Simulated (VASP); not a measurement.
# BN: optical spectrum

Wanted: where BN absorbs light, and how strongly it screens. The cell has space group P6_3/mmc. The start is a cell from a database of measured crystal structures.

Calculated with VASP 6.6.1; PBE; plane waves and PAW (N, B), in the first sound run; inputs show where later runs differ.

This is a report of a sequence of runs, with most program output left out.

The database entry behind the starting cell differs from later determinations by our own check (about 0.3 % short, minor phase), so it need not match the best structure at ambient conditions.

### Step 1. Starting point

Symmetry: P6_3/mmc, No. 194, hexagonal system. The conventional cell has a = 2.498 Å, b = 2.498 Å, c = 6.636 Å, α = 90.00°, β = 90.00°, γ = 120.00°. N has 3 B at 1.44 Å nearest. Nearest to B lie 3 N at 1.44 Å. Farther neighbours and most contacts between anions are not listed.

Coordinates:

```xyz
4
Lattice="2.4982 0.0000 0.0000 -1.2491 2.1635 0.0000 0.0000 0.0000 6.6357" Properties=species:S:1:pos:R:3 pbc="T T T"
N     1.2491    0.7212    1.6589
N     0.0000    1.4424    4.9768
B     1.2491    0.7212    4.9768
B     0.0000    1.4424    1.6589
```

### Step 2. Ground state

The ground state comes first.

INCAR

```
SYSTEM = BN
PREC = Accurate
ENCUT = 520
EDIFF = 1E-07
NELM = 100
ISMEAR = 0
SIGMA = 0.05
LREAL = .FALSE.
ALGO = Normal
GGA = PE
NBANDS = 14
LORBIT = 11
LWAVE = .FALSE.
LCHARG = .FALSE.
KPAR = 4
```

POSCAR

```
BN
1.0
    2.4982400000      0.0000000000      0.0000000000
   -1.2491200000      2.1635393048      0.0000000000
    0.0000000000      0.0000000000      6.6357000000
N B
2 2
Direct
    0.6666666667      0.3333333333      0.2500000000
    0.3333333333      0.6666666667      0.7500000000
    0.6666666667      0.3333333333      0.7500000000
    0.3333333333      0.6666666667      0.2500000000
```

KPOINTS

```
Automatic mesh
0
Gamma
10 10 4
0 0 0
```

The projector-augmented-wave data sets are N and B (PBE family, release 64).

Started as:

```bash
> mpirun -np 4 vasp_std
```

Elapsed: 7.4 s, on 4 MPI ranks of Intel Xeon Platinum 8559C (Emerald Rapids), shared host; peak memory 0.58 GiB; 25 s of CPU time.

The gap is read on the k-mesh alone, so it is an upper bound where the band edges lie off the mesh.

This step gave:

* free energy (TOTEN): -35.14 eV
* Fermi energy: 2.62 eV
* pressure: 5.225 GPa
* gap on the k-mesh: 4.238 eV
* least direct gap on the k-mesh: 4.679 eV

The cell has a gap of 4.24 eV on this mesh and a pressure of +5.2 GPa, which holds the misfit of the given cell and coordinates with this functional, and any error of cutoff, mesh and data sets.

### Step 3. Spectrum

LOPTICS sums the direct transitions; the mesh is finer and NBANDS larger than for the ground state.

Changes to INCAR since step 2:

```diff
@@ -10,4 +10,3 @@
 GGA = PE
-NBANDS = 14
-LORBIT = 11
+NBANDS = 24
 LWAVE = .FALSE.
@@ -15 +14,4 @@
 KPAR = 4
+LOPTICS = .TRUE.
+NEDOS = 2000
+CSHIFT = 0.2
```

POSCAR is that of step 2.

KPOINTS

```
Automatic mesh
0
Gamma
14 14 5
0 0 0
```

Started as:

```bash
> mpirun -np 4 vasp_std
```

Elapsed: 15 s, on 4 MPI ranks; peak memory 0.83 GiB; 56 s of CPU time.

These are independent-particle spectra without excitons or local fields, and fine structure depends on the mesh and on CSHIFT.

Numbers from this step:

| Quantity | Value |
| --- | --- |
| Fermi energy | 2.539 eV |
| pressure | 5.228 GPa |
| gap on the k-mesh | 4.253 eV |
| least direct gap on the k-mesh | 4.690 eV |

The imaginary dielectric function has structure finer than the step of the table below, so its rows give means over 1 eV, whole bins alone (the curve runs from 0 to 25.0 eV). Peaks (eV: height): xx 5.6: 10.4, 14.1: 7.92, 16.7: 4.24; zz 10.2: 7.05, 13.6: 4.68, 18.4: 1.51.

Absorption under the direct gap is the tail of the CSHIFT broadening, and fine structure depends on the mesh. Table of imaginary dielectric function by photon energy; means over each step:

```
photon energy (eV)      xx       zz
                 1  0.0331  0.00837
                 2  0.0814   0.0193
                 3   0.188   0.0400
                 4   0.724    0.141
                 5    5.89    0.913
                 6    8.10    0.821
                 7    3.24    0.536
                 8    1.74    0.523
                 9   0.999     1.19
                10   0.762     5.33
                11   0.825     3.91
                12    1.08     2.70
                13    3.91     3.34
                14    7.38     3.81
                15    5.08     1.49
                16    3.33    0.877
                17    2.97    0.716
                18    2.02     1.13
                19    1.78     1.16
                20    1.31     1.11
                21    1.16    0.821
                22   0.759    0.588
                23   0.752    0.667
                24   0.606    0.767
```

Real dielectric function against photon energy:

```csv
photon energy (eV),xx,zz
0,4.80,2.91
1,4.87,2.93
2,5.14,2.99
3,5.74,3.13
4,7.29,3.44
5,8.45,3.54
6,0.633,3.08
7,-0.811,3.22
8,0.435,3.82
9,1.45,5.25
10,2.22,5.19
11,3.04,1.46
12,4.18,0.545
13,6.52,2.41
14,2.52,-1.000
15,-1.79,-0.912
16,-0.276,-0.187
17,-2.01,0.405
18,-0.925,1.06
19,-0.931,0.364
20,-0.678,0.389
21,-0.811,0.221
22,-0.555,0.448
23,-0.238,0.694
24,-0.289,0.443
```

### Step 4. Static response with local fields

Perturbation theory (LEPSILON) gives the dielectric tensor with local fields, and the Born charges.

INCAR

```
SYSTEM = BN
PREC = Accurate
ENCUT = 520
EDIFF = 1E-08
NELM = 100
ISMEAR = 0
SIGMA = 0.01
LREAL = .FALSE.
ALGO = Normal
GGA = PE
NBANDS = 14
LWAVE = .FALSE.
LCHARG = .FALSE.
KPAR = 4
LEPSILON = .TRUE.
```

POSCAR is that of step 3.

KPOINTS is that of step 3.

Started as:

```bash
> mpirun -np 4 vasp_std
```

Elapsed: 91 s, on 4 MPI ranks; peak memory 1.3 GiB; 5.8 min of CPU time.

Energies printed during the response cycles are not total energies of the cell.

This step gave:

* Fermi energy: 2.402 eV
* pressure: 5.225 GPa

Electronic dielectric tensor with local fields:

```
4.75 0.00 0.00
0.00 4.75 0.00
0.00 0.00 2.69
```

Born effective charge (e), principal values of the symmetric part by kind of site:

```csv
atom,atoms with these values,low,middle,high,mean
N1,2,-2.71,-2.71,-0.75,-2.05
B3,2,0.75,2.71,2.71,2.05
```

In full for N1:

```
-2.71  0.00  0.00
 0.00 -2.71  0.00
 0.00  0.00 -0.75
```

The mean electronic (clamped-ion) dielectric constant is 4.06.

### Step 5. Spectrum at r2SCAN

This step: r2SCAN; plane waves and PAW (N, B) (VASP 6.6.1).

The spectrum is made again with r2SCAN.

INCAR

```
SYSTEM = BN
PREC = Accurate
ENCUT = 520
EDIFF = 1E-07
NELM = 100
ISMEAR = 0
SIGMA = 0.05
LREAL = .FALSE.
ALGO = Normal
METAGGA = R2SCAN
LASPH = .TRUE.
NBANDS = 24
LWAVE = .FALSE.
LCHARG = .FALSE.
KPAR = 4
LOPTICS = .TRUE.
NEDOS = 2000
CSHIFT = 0.2
```

POSCAR is that of step 4.

KPOINTS is that of step 4.

Started as:

```bash
> mpirun -np 4 vasp_std
```

The job ended after 73 s (4 MPI ranks; peak memory 0.85 GiB).

The PAW data sets were made with PBE, which is usual practice but a small mismatch for other functionals.

Numbers from this step:

* free energy (TOTEN): -38.59 eV
* Fermi energy: 2.299 eV
* pressure: 1.527 GPa
* gap on the k-mesh: 4.857 eV
* least direct gap on the k-mesh: 5.322 eV

Absorption under the direct gap is the tail of the CSHIFT broadening, and fine structure depends on the mesh. Table of imaginary dielectric function by photon energy; read off at these points:

```
photon energy (eV)      xx       zz
              0.00       0        0
              0.50  0.0103  0.00312
              1.00  0.0214  0.00633
              1.50  0.0341  0.00991
              2.00  0.0497   0.0141
              2.50  0.0702   0.0190
              3.00  0.0992   0.0256
              3.50   0.144   0.0352
              4.00   0.224   0.0509
              4.50   0.393   0.0839
              5.00   0.943    0.200
              5.50    4.34    0.883
              6.00    7.78    0.962
              6.25    9.86    0.983
              6.50    8.58    0.779
              7.00    5.60    0.740
              7.50    3.59    0.551
              8.00    2.00    0.503
              8.50    2.04    0.524
              9.00    1.21    0.613
              9.50    1.09    0.965
             10.00   0.849     2.94
             10.50   0.784     5.44
             10.77   0.737     6.82
             11.00   0.773     4.93
             11.50   0.805     3.48
             12.00   0.879     3.19
             12.50   0.918     3.13
             13.00    1.10     2.02
             13.50    1.95     1.94
             14.00    4.48     3.14
             14.50    6.63     4.68
             14.63    6.81     4.79
             15.00    7.41     3.48
             15.50    5.88     2.41
             16.00    4.17     1.38
             16.50    3.54     1.15
             17.00    3.11    0.760
             17.50    3.62    0.671
             17.64    4.01    0.687
             18.00    2.58    0.758
             18.50    1.96    0.758
             19.00    1.99     1.31
             19.50    1.68     1.36
             20.00    1.92     1.05
             20.50    1.51     1.08
             21.00    1.26     1.10
             21.50    1.13    0.975
             22.00    1.35    0.774
             22.50   0.909    0.692
             23.00   0.802    0.566
             23.50   0.593    0.543
             24.00   0.681    0.609
             24.50   0.746    0.864
```

Table of real dielectric function by photon energy:

| photon energy (eV) | xx | zz |
| --- | --- | --- |
| 0 | 4.31 | 2.80 |
| 1 | 4.36 | 2.81 |
| 2 | 4.54 | 2.86 |
| 3 | 4.89 | 2.96 |
| 4 | 5.63 | 3.14 |
| 5 | 7.73 | 3.58 |
| 6 | 8.16 | 3.13 |
| 7 | 0.0235 | 2.98 |
| 8 | 0.423 | 3.34 |
| 9 | 0.781 | 4.17 |
| 10 | 1.61 | 6.13 |
| 11 | 2.40 | 0.442 |
| 12 | 3.04 | 1.08 |
| 13 | 4.33 | 0.992 |
| 14 | 6.06 | 2.50 |
| 15 | 1.59 | -1.07 |
| 16 | -1.60 | -0.846 |
| 17 | -0.0753 | -0.0693 |
| 18 | -1.81 | 0.424 |
| 19 | -0.883 | 0.901 |
| 20 | -0.681 | 0.296 |
| 21 | -0.652 | 0.382 |
| 22 | -0.666 | 0.275 |
| 23 | -0.572 | 0.457 |
| 24 | -0.162 | 0.666 |

### Step 6. Spectrum at LDA

This step: LDA; plane waves and PAW (N, B) (VASP 6.6.1).

The spectrum is made again with LDA.

Changes to INCAR since step 5:

```diff
@@ -9,4 +9,3 @@
 ALGO = Normal
-METAGGA = R2SCAN
-LASPH = .TRUE.
+GGA = CA
 NBANDS = 24
```

POSCAR is that of step 5.

KPOINTS is that of step 5.

Started as:

```bash
> mpirun -np 4 vasp_std
```

Wall time 15 s (4 MPI ranks); peak memory 0.78 GiB.

The PAW data sets were made with PBE, though LDA sets exist; this is a small mismatch.

This step gave:

* free energy (TOTEN): -38.34 eV
* Fermi energy: 2.268 eV
* pressure: -2.047 GPa
* gap on the k-mesh: 4.065 eV
* least direct gap on the k-mesh: 4.524 eV

The imaginary dielectric function has structure finer than the step of the table below, so its rows give means over 1 eV, whole bins alone (the curve runs from 0 to 25.0 eV). Peaks (eV: height): xx 5.4: 10.9, 14.1: 7.74, 16.6: 4.27; zz 10.0: 7.38, 13.4: 4.50.

Absorption under the direct gap is the tail of the CSHIFT broadening, and fine structure depends on the mesh. The imaginary dielectric function by photon energy; means over each step:

```
photon energy (eV)      xx       zz
                 1  0.0367  0.00971
                 2  0.0916   0.0227
                 3   0.220   0.0492
                 4    1.05    0.226
                 5    7.21     1.09
                 6    7.64    0.839
                 7    2.94    0.566
                 8    1.61    0.631
                 9   0.959     2.33
                10   0.770     5.71
                11   0.859     3.82
                12    1.16     2.56
                13    4.13     3.66
                14    7.03     3.25
                15    5.14     1.27
                16    3.35    0.793
                17    2.88    0.746
                18    2.02     1.26
                19    1.74     1.06
                20    1.34     1.02
                21    1.13    0.718
                22   0.752    0.571
                23   0.741    0.719
                24   0.586    0.678
```

The real dielectric function by photon energy:

| photon energy (eV) | xx | zz |
| --- | --- | --- |
| 0.0 | 4.94 | 3.02 |
| 0.5 | 4.96 | 3.03 |
| 1.0 | 5.02 | 3.04 |
| 1.5 | 5.14 | 3.08 |
| 2.0 | 5.32 | 3.12 |
| 2.5 | 5.59 | 3.19 |
| 3.0 | 6.01 | 3.28 |
| 3.5 | 6.67 | 3.43 |
| 4.0 | 7.88 | 3.68 |
| 4.5 | 10.2 | 4.07 |
| 5.0 | 8.54 | 3.41 |
| 5.5 | 3.73 | 3.12 |
| 6.0 | -0.534 | 3.14 |
| 6.5 | -0.907 | 3.14 |
| 7.0 | -0.464 | 3.44 |
| 7.5 | 0.468 | 3.73 |
| 8.0 | 0.388 | 4.14 |
| 8.5 | 1.17 | 4.93 |
| 9.0 | 1.44 | 6.35 |
| 9.5 | 1.89 | 5.88 |
| 10.0 | 2.31 | 2.43 |
| 10.5 | 2.66 | 1.51 |
| 11.0 | 3.01 | 0.915 |
| 11.5 | 3.50 | 0.822 |
| 12.0 | 4.19 | 0.654 |
| 12.5 | 5.29 | 1.70 |
| 13.0 | 6.34 | 1.89 |
| 13.5 | 4.33 | 0.112 |
| 14.0 | 2.37 | -1.22 |
| 14.5 | 0.194 | -1.43 |
| 15.0 | -1.62 | -0.674 |
| 15.5 | -1.28 | -0.400 |
| 16.0 | -0.237 | 0.00634 |
| 16.5 | -0.370 | 0.325 |
| 17.0 | -1.68 | 0.490 |
| 17.5 | -0.903 | 0.910 |
| 18.0 | -0.997 | 0.603 |
| 18.5 | -0.724 | 0.377 |
| 19.0 | -0.954 | 0.422 |
| 19.5 | -0.767 | 0.422 |
| 20.0 | -0.712 | 0.269 |
| 20.5 | -0.575 | 0.220 |
| 21.0 | -0.740 | 0.307 |
| 21.5 | -0.613 | 0.375 |
| 22.0 | -0.501 | 0.488 |
| 22.5 | -0.264 | 0.600 |
| 23.0 | -0.314 | 0.765 |
| 23.5 | -0.263 | 0.496 |
| 24.0 | -0.259 | 0.558 |
| 24.5 | -0.241 | 0.586 |

### Step 7. Summary of results

| Item | Value |
| --- | --- |
| PBE, independent particles | eps xx at zero frequency 4.80, centre of weight of eps2 xx, over the range kept, at 12.11 eV, mesh 14×14×5 |
| r2SCAN, independent particles | eps xx at zero frequency 4.31, centre of weight of eps2 xx, over the range kept, at 12.93 eV, mesh 14×14×5 |
| LDA, independent particles | eps xx at zero frequency 4.94, centre of weight of eps2 xx, over the range kept, at 11.95 eV, mesh 14×14×5 |
| PBE, with local fields | eps 4.75, 4.75, 2.69 |

**Reading.** Local fields, and the bands above those summed, take the mean static value from 4.17 to 4.06. Excitons and quasiparticle shifts are absent, so the onset tends to lie too low and its shape can differ. The given cell is kept, although it stands at +5.2 GPa at PBE and ENCUT = 520 eV, which holds the mismatch of the given cell with this functional and any basis-set error.

[Lines on the potential files, build, host, timing and source positions are cut from VASP's logs without a mark.]

[Logs are printed without paths, hosts, clocks, repeated set-up lines and the standing remarks that a program may print on its own settings, such as how far it seeks lower states.]

[Hosts, paths, dates, database ids (printed as entryN), source tags and the programs' standing remarks are cut or masked in the printed files.]
